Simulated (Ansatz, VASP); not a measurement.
# Re: VASP beside Ansatz

```
CELL_PARAMETERS angstrom
-1.57533 1.57533 1.57533
1.57533 -1.57533 1.57533
1.57533 1.57533 -1.57533
ATOMIC_POSITIONS crystal
Re 0.00000 0.00000 0.00000
```

Alike in both runs: task single point; functional PBE; k mesh 8 × 8 × 8; occupations gaussian, width 0.05 eV; no spin polarisation.

```csv
,VASP,Ansatz
version,VASP 6.6.1,Ansatz 0.2.0
potentials or method,"VASP PAW PBE potentials, release 64 (Re)","scalar-relativistic, plane waves, PAW"
plane-wave cutoff (eV),520,420
valence electrons in the cell,7,15
```

|  | VASP | Ansatz | Ansatz less VASP |
| --- | --- | --- | --- |
| gap on the k mesh at the Fermi level (eV) | none | none | - |
| pressure (GPa) | -12.4 | -11.8 | +0.66 |

A gap of «none» marks a metal or a gap that the smearing closes. The two sets of potentials don't hold the same shells in valence.

Spin-orbit coupling is left out, which matters for the levels of Re.
